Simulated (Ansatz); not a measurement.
# Cu2O (Cuprite) (Pn-3m) in Ansatz: single point with BHLYP

Aim: the single point of Cu2O (Cuprite) with BHLYP.

All numbers are computed with Ansatz 0.2.0; they aren't measurements. Logs are shortened: lines on timing, memory, paths and dates and some standing lists are left out, and cuts for length are marked.

**The experiment to reproduce.**

From “Importance of surface oxygen vacancies for ultrafast hot carrier relaxation and transport in Cu2O”, 2021, arxiv:2103.03167, for a bulk crystal of Cu2O: band gap 2.17 eV (direct).

The runs below are set against these values where they give the same quantity.

## (1) Starting point

The structure is cubic, space group Pn-3m (No. 224). The conventional cell has a = 4.260 Å, b = 4.260 Å, c = 4.260 Å, α = 90.00°, β = 90.00°, γ = 90.00°. Cu (site symmetry -3m) is surrounded by 2 O at 1.84 Å. O (site symmetry -43m) has 4 Cu at 1.84 Å as nearest neighbours.

## (2) Single point, BHLYP

Input file input.yaml:

```yaml
crystal:
  lattice:
    - [4.26, 0.0, 0.0]
    - [0.0, 4.26, 0.0]
    - [0.0, 0.0, 4.26]
  atoms:
    - { symbol: Cu, position: [0.75, 0.25, 0.75] }
    - { symbol: Cu, position: [0.75, 0.75, 0.25] }
    - { symbol: Cu, position: [0.25, 0.75, 0.75] }
    - { symbol: Cu, position: [0.25, 0.25, 0.25] }
    - { symbol: O, position: [0.5, 0.5, 0.5] }
    - { symbol: O, position: [0.0, 0.0, 0.0] }
hamiltonian:
  xc: { name: BHLYP }
  pseudopotentials: { kind: paw }
kpoints:
  mp_grid: { grid: [4, 4, 4] }
scf:
  occupations: { method: fermi_dirac, width: 0.05 }
output:
  forces: true
  stress: true
  eigenvalues: true
```

Potentials or basis: Ansatz PAW.

Command:

```
$ ansatz run input.yaml --threads 2 --pin off --max-ram 5632MiB --backend cpu --events-out ev --progress --plain --runs-dir out
```

Output:

```text
Warning: output.stress: scf.convergence.dr2_threshold = 1e-7 eV (the SCF's general default) is looser than the 6e-10 eV advised for a printed stress (1e-10 eV for each atom of the cell: 6). What an SCF threshold leaves in a stress goes as its square root, and in the free energy as the threshold itself, and one threshold admits the most on a small cell: of the crystals measured, under no hybrid functional and no lock of the moments, on runs that ended without the residual-converged pass, on stresses that held no estimate of that error, the worst erred by over 100 MPa in a component at 1e-7 eV an atom and by under 5 at 1e-10. Set scf.convergence.dr2_threshold to 6e-10 eV or tighter. The threshold is an SCF's pass mark: one that does not reach it within its budget of iterations ends unconverged, or closes short of it on a stop that the run arms, and scf.convergence.dr2_threshold's page says what that costs each kind of run
Warning: output.stress: scf.exx.energy_threshold = 1e-6 eV is looser than the 6e-8 eV advised for a stress under a hybrid functional (1e-8 eV for each atom of the cell: 6). Every SCF of the exchange loop can meet its threshold on dr2 while the loop round them stops early: no threshold on dr2 bounds what that leaves in the stress. Set scf.exx.energy_threshold to 6e-8 eV or tighter. The threshold is the loop's pass mark: a loop that does not reach it within its budget of cycles ends unconverged, and scf.exx.energy_threshold's page has the law
Warning: RAYON_NUM_THREADS=2 ignored (pool sized by the plan → 2); use --threads N
Engine: ansatz 0.2.0, aarch64-unknown-linux-gnu
Pseudopotentials: kind: paw
Pseudopotential: Cu, paw, valence charge 19, recommended cutoff 420 eV (normal), Cu.paw.azcp
Pseudopotential: O, paw, valence charge 6, recommended cutoff 420 eV (normal), O.paw.azcp
Functional definition: BHLYP
  parameter a = 0.5
  exchange = (1 - a)*b88_x + a*exact_x
  correlation = lyp_c
Crystal: 6 atoms, lattice volume = 77.309 Å³
Basis set: ecut = 420 eV, 1503 PW (Γ), exchange–correlation on 60×60×60 points (8 copies of the dense FFT grid, shifted against one another)
Bands: 53, of which v1, the nominal top of the filled ones, is band 44 counted from 1 (43 counted from 0)
Symmetry: 48 space group operations
Space group: Pn-3m (ITA 224), of the structure as read, at distance tolerance 4.3e-5 Å
k-points: 10 of 64
Non-local potential: Cu, projectors of the file, l = 0: 3, l = 1: 2, l = 2: 3, l = 3: 1
Non-local potential: O, projectors of the file, l = 0: 2, l = 1: 2, l = 2: 1
PAW form: soft (Blöchl's): semilocal exchange-correlation on the pseudo side does not see the compensation charge
PAW frozen core: Cu, regenerated for the run's functional, and the local potential with it (the file was generated under x = pbe(κ = 0.804, μ = 0.2195149727645171), c = pbe(β = 0.06672455060314922))
[... 53 lines left out ...]
Stability not checked: this state was not tested for a lower state beside it, because the functional holds exact exchange (a hybrid, or Hartree-Fock), whose exchange loop this test does not read (fock_operator; see scf.lower_state_search)
Free energy (F): -27649.481338 eV
Frozen-core exchange: fock
Harris-Foulkes:  -27649.481338 eV  (|F-HF|=6.80e-9)
Internal energy: -27649.481338 eV  (E = F + TS)
E sigma→0 (E₀):  -27649.481338 eV
Fermi energy:    10.964766 eV
--- Per-component energies (eV) ---
  E_band       = -2384.976811
  E_kinetic    = 1559.435897
  E_local      = -19915.616982  (includes V_loc(G=0)·N_el)
  E_nonlocal   = 1726.673990
  E_hartree    = 8793.123323
  E_xc         = -262.834492
  E_vxc        = -335.650761  (∫ρ·V_xc dr)
  E_exx        = -1028.783331  (= α·E_x^exact, valence–valence)
  E_paw        = -6269.372424  (= ΣΔE_a)
  E_vpaw       = -948.499144  (= ΣTr[D̂ρ^β])
  E_aug_tail   = 0.005958  (compensation charges beyond the density's cutoff)
  E_ewald      = -12250.259150
  E_core_change = -1.854127  (= ΣΔE_core)
  E_smearing   = -0.000000  (= −TS)
  E_closure    = -0.000001  (closes the sum)
  Σ components = -27649.481338   (vs F -27649.481338, Δ=-3.64e-12)
--- Forces (eV/Å), atoms counted from 1 ---
  atom   1  Cu    -0.00000000     0.00000000     0.00000000
  atom   2  Cu    -0.00000000    -0.00000000     0.00000000
  atom   3  Cu    -0.00000000     0.00000000    -0.00000000
  atom   4  Cu    -0.00000000    -0.00000000    -0.00000000
  atom   5  O      0.00000000    -0.00000000     0.00000000
  atom   6  O     -0.00000000     0.00000000     0.00000000
  max |Σ_I F_I| component: 2.89e-19 eV/Å
--- Stress (GPa, compression-positive) ---
        5.509985       0.000000       0.000000
       -0.000000       5.509985       0.000000
        0.000000       0.000000       5.509985
  P = ⅓ Tr σ = 5.5100 GPa (55.100 kbar)
--- Band table (eV; the first three rows and the last of 10) ---
  k-point 0: bands = ["-113.9460", "-113.9441", "-113.9441", "-113.9441", "-68.3331", "-68.3178", "-68.3178", "-68.3178", "-68.2007", "-68.2007", "-68.1913", "-68.1913", "-68.1913", "-68.1854", "-68.1854", "-68.1854", "-14.8040", "-13.9689", "0.2403", "0.2403", "0.2403", "3.1142", "3.3622", "3.3622", "3.3622", "3.6441", "3.6441", "4.0979", "4.0979", "4.0979", "4.6432", "4.6432", "4.8507", "4.8507", "4.8507", "5.0040", "5.0040", "5.0040", "5.2473", "5.2473", "5.2473", "8.2541", "8.2541", "8.2541", "13.6043", "13.9318", "13.9318", "22.2698", "22.2698", "22.2698", "22.9319", "22.9319", "22.9319"]
  k-point 1: bands = ["-113.9459", "-113.9444", "-113.9441", "-113.9441", "-68.3308", "-68.3200", "-68.3177", "-68.3177", "-68.1994", "-68.1986", "-68.1927", "-68.1907", "-68.1907", "-68.1879", "-68.1861", "-68.1861", "-14.6809", "-14.0901", "0.5005", "0.5167", "0.5167", "2.3014", "2.4821", "2.4821", "3.5714", "3.7905", "4.1274", "4.1868", "4.3998", "4.3998", "4.6921", "4.7033", "4.7085", "4.8740", "4.8740", "4.9320", "5.0256", "5.1744", "5.1744", "5.5542", "5.5542", "6.7818", "8.1319", "8.1319", "14.2181", "14.8655", "15.4094", "20.3432", "21.2771", "21.7146", "21.7146", "22.0346", "22.0346"]
  k-point 2: bands = ["-113.9452", "-113.9452", "-113.9441", "-113.9441", "-68.3253", "-68.3253", "-68.3176", "-68.3176", "-68.1961", "-68.1961", "-68.1933", "-68.1933", "-68.1898", "-68.1898", "-68.1870", "-68.1870", "-14.3845", "-14.3845", "1.0944", "1.0944", "1.2343", "1.2343", "1.5824", "1.5824", "4.1012", "4.1012", "4.2073", "4.2073", "4.6333", "4.6333", "4.7165", "4.7165", "4.7515", "4.7515", "4.8194", "4.8194", "5.0708", "5.0708", "5.1029", "5.1029", "6.0782", "6.0782", "7.9695", "7.9695", "15.4951", "15.4951", "17.2118", "17.2118", "21.1029", "21.1029", "21.6071", "21.6071", "23.0574"]
  k-point 9: bands = ["-113.9446", "-113.9446", "-113.9446", "-113.9444", "-68.3319", "-68.3179", "-68.3179", "-68.3179", "-68.2000", "-68.2000", "-68.2000", "-68.1863", "-68.1863", "-68.1863", "-68.1862", "-68.1862", "-14.6167", "-14.0547", "0.4457", "0.4457", "0.4457", "2.4313", "2.4313", "2.4313", "3.8868", "3.8868", "3.8868", "4.0810", "4.0810", "4.3954", "4.3954", "4.3954", "4.8800", "4.8800", "4.8800", "4.9947", "4.9947", "4.9947", "5.1889", "5.1889", "7.3110", "7.3110", "7.3110", "7.3247", "15.3868", "15.3868", "15.3868", "18.7740", "18.7740", "18.7740", "20.6338", "22.1843", "27.9965"]
```

Run time: 39 s. Hardware: 2 threads of Arm Neoverse V1, shared host; peak memory 1.2 GiB.

What came out:

- Free energy: -27649.4813 eV
- Pressure: 5.5 GPa
- Band gap on the k mesh: 5.35 eV, direct

Caveat: the pressure holds a Pulay correction of +0.6 GPa for the finite cutoff; the PAW data sets come from PBE, with cores solved anew for the run's functional, which leaves a small shift of forces and pressure; the thresholds are loose for stress.

## (3) Comparison with measurements

Step 2. Measured gap of Cu2O: 2.17 eV (direct; quoted in “Importance of surface oxygen vacancies for ultrafast hot carrier relaxation and transport in Cu2O”, 2021, arxiv:2103.03167). This calculation gives 5.35 eV (+3.18 eV). So large a miss can be the level of theory's own, or it may mean another phase, state or a wrong row. The value is that of BHLYP, without temperature or zero-point motion.
